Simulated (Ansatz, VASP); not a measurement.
# BN: VASP beside Ansatz, part 2 of 2

One calculation is typed for both programs; each brings its own data sets. How far apart do they land? The structure shown is the end of the Ansatz relaxation below.

VASP 6.6.1 and Ansatz 0.2.0.

So far. Step 3 (VASP: single point, r2SCAN, pair 1): The run ends at a pressure of 0.76 GPa.

### 4. Comparison

Known differences besides the potentials themselves: VASP keeps PBE cores, Ansatz makes them for the functional; fixed occupations in Ansatz, narrow Gaussian smearing in VASP; the cutoff is 500 eV in Ansatz and 660 eV in VASP; Ansatz's pressure holds a Pulay correction, VASP's none. Total energies have different zeros and are not compared.

Compared:

| quantity | Ansatz | VASP | difference |
| --- | --- | --- | --- |
| pressure (GPa) | 0.33 | 0.76 | -0.43 |
| gap on the k mesh (eV) | 5.005 | 5.048 | -0.043 |

A gap on the mesh is an upper bound, since the band edges may lie between its points.

### 5. Ansatz: relaxation, r2SCAN

This run makes the geometry at which the two programs are then compared. The cell compared in this pair holds 37.87 Å³, against 36.75 Å³ for the pair before.

The structure compared here is the end of the Ansatz relaxation.

The input, input.yaml:

```yaml
crystal:
  lattice:
    - [2.5133307134, 0.0, 0.0]
    - [-1.2566653567, 2.1766082459, 0.0]
    - [0.0, 0.0, 6.9218023111]
  atoms:
    - { symbol: B, position: [0.3333333333, 0.6666666667, 0.25] }
    - { symbol: B, position: [0.6666666667, 0.3333333333, 0.75] }
    - { symbol: "N", position: [0.3333333333, 0.6666666667, 0.75] }
    - { symbol: "N", position: [0.6666666667, 0.3333333333, 0.25] }
kpoints:
  mp_grid: { grid: [9, 9, 4] }
hamiltonian:
  xc: r2scan
scf:
  occupations: { method: fixed }
output:
  forces: true
  stress: true
  eigenvalues: true
relax:
  adjacent_minimum: "off"
  f_tol: 0.001
  max_steps: 60
  cell: { stress_tol: 0.01, fix: [volume] }
```

The run is started by

```console
ansatz run input.yaml --threads 4 --pin off --max-ram 7168MiB --backend cpu --events-out ev --progress --plain --runs-dir out
```

Numbers of over 12 decimals in the logs are rounded to 6 here.

What it wrote:

```text
[...]
Crystal: 4 atoms, lattice volume = 37.866 Å³
Basis set: ecut = 500 eV, 979 PW (Γ), exchange–correlation on 80×80×216 points (64 copies of the dense FFT grid, shifted against one another)
Bands: 12, of which v1, the nominal top of the filled ones, is band 8 counted from 1 (7 counted from 0)
Symmetry: 24 space group operations
[...]
k-points: 36 of 324
[...]
--- Relaxed structure (4 steps of the walk, 4 accepted, 2 SCFs on fresh bases) ---
[...]
cell:  # Å, volume = 37.8660 Å³
    - [2.501511, 0.0, 0.0]
    - [-1.250756, 2.166372, 0.0]
    - [0.0, 0.0, 6.987366]
  atoms:
    - { symbol: B, position: [0.333333, 0.666667, 0.250000] }
    - { symbol: B, position: [0.666667, 0.333333, 0.75] }
    - { symbol: N, position: [0.333333, 0.666667, 0.75] }
    - { symbol: N, position: [0.666667, 0.333333, 0.250000] }
[key lines of the parts left out:]
SCF converged after 4 iterations
Free energy (F): -1088.248750 eV
Fermi energy:    3.969803 eV
P = ⅓ Tr σ = -0.2683 GPa (-2.683 kbar)
```

### 6. VASP: single point, r2SCAN, pair 2

The same cell, functional and mesh now go to VASP, with its own data sets.

The input, INCAR:

```
SYSTEM = BN
PREC = Accurate
ENCUT = 660
EDIFF = 1E-06
NELM = 120
ISMEAR = 0
SIGMA = 0.01
LREAL = .FALSE.
ALGO = Normal
METAGGA = R2SCAN
LASPH = .TRUE.
NBANDS = 14
LORBIT = 11
LWAVE = .FALSE.
LCHARG = .FALSE.
ISIF = 2
GGA_COMPAT = .FALSE.
EFERMI = MIDGAP
LMIXTAU = .TRUE.
KPAR = 2
```

The input, POSCAR:

```
BN
1.0
    2.5015114777      0.0000000000      0.0000000000
   -1.2507557388      2.1663724875      0.0000000000
    0.0000000000      0.0000000000      6.9873656191
B N
2 2
Direct
    0.3333333334      0.6666666668      0.2500000000
    0.6666666668      0.3333333334      0.7500000000
    0.3333333334      0.6666666668      0.7500000000
    0.6666666668      0.3333333334      0.2500000000
```

The input, KPOINTS:

```
Automatic mesh
0
Gamma
9 9 4
0 0 0
```

The projector-augmented-wave data sets are B and N (PBE family, release 64).

The run is started by

```console
mpirun -np 2 vasp_std
```

What it wrote:

```text
[banner, memory and clock lines left out]
running    2 mpi-ranks, on    1 nodes
[...]
[... a notice as in an earlier step ...]

 LDA part: xc-table for (None), standard interpolation
 POSCAR, INCAR and KPOINTS ok, starting setup
[...]
entering main loop
       N       E                     dE             d eps       ncg     rms          rms(c)
DAV:   1     0.678460766929E+02    0.67846E+02   -0.93088E+03  1008   0.129E+03
DAV:   2    -0.414993784406E+02   -0.10935E+03   -0.97091E+02  1356   0.293E+02
DAV:   3    -0.467139355144E+02   -0.52146E+01   -0.51762E+01  1338   0.683E+01
DAV:   4    -0.467613984993E+02   -0.47463E-01   -0.47448E-01  1194   0.658E+00
[...]
DAV:  18    -0.386006142328E+02   -0.12160E-04   -0.38405E-06  1056   0.244E-02    0.165E-03
DAV:  19    -0.386006154814E+02   -0.12486E-05   -0.29787E-07   912   0.611E-03    0.129E-03
DAV:  20    -0.386006158735E+02   -0.39213E-06   -0.75410E-08   732   0.370E-03
   1 F= -.38600616E+02 E0= -.38600616E+02  d E =0.000000E+00
```

OUTCAR, selected parts (step 6):

```text
  Total        0.1008618      0.1008618     -0.1028526      0.0000000     -0.0000000      0.0000000
  in kB        4.2676443      4.2676443     -4.3518765      0.0000000     -0.0000000      0.0000000
  external PRESSURE =       1.3944707 kB  Pullay stress =       0.0000000 kB

 POSITION                                       TOTAL-FORCE (eV/Angst)
 -----------------------------------------------------------------------------------
      0.00000      1.44425      1.74684         0.000000      0.000000      0.000000
      1.25076      0.72212      5.24052         0.000000     -0.000000      0.000000
      0.00000      1.44425      5.24052        -0.000000     -0.000000      0.000000
      1.25076      0.72212      1.74684        -0.000000      0.000000     -0.000000
 -----------------------------------------------------------------------------------
    total drift:                               -0.000000     -0.000000      0.000000

  FREE ENERGIE OF THE ION-ELECTRON SYSTEM (eV)
  ---------------------------------------------------
  free  energy   TOTEN  =       -38.6006158735 eV

  energy  without entropy=      -38.6006158735  energy(sigma->0) =      -38.60061587

[... 1 part as in an earlier step ...]

[... 2 further parts left out ...]
[key lines of the parts left out:]
E-fermi :   4.1630
```

The run ends at a pressure of 0.14 GPa.

### 7. Comparison

The two programs side by side:

| quantity | Ansatz | VASP | difference |
| --- | --- | --- | --- |
| pressure (GPa) | -0.27 | 0.14 | -0.41 |
| gap on the k mesh (eV) | 5.035 | 5.077 | -0.042 |

A gap on the mesh is an upper bound, since the band edges may lie between its points.

### 8. Results

| Item | Value |
| --- | --- |
| difference in gap on the k mesh (single point, r2SCAN, pair 1) | -0.043 eV |
| difference in gap on the k mesh (single point, r2SCAN, pair 2) | -0.042 eV |

In words: The difference in gap on the k mesh is -0.043 eV (single point, r2SCAN, pair 1), within the 0.08 eV picked in this series as the mark of a large difference. How closely two codes agree says nothing of how well the functional describes the real material.

[Lines on the potential files, build, host, timing and source positions are cut from VASP's logs without a mark.]

[Logs are printed without paths, hosts, clocks, repeated set-up lines and the standing remarks that a program may print on its own settings, such as how far it seeks lower states.]

[Hosts, paths, dates, database ids (printed as entryN), source tags and the programs' standing remarks are cut or masked in the printed files.]
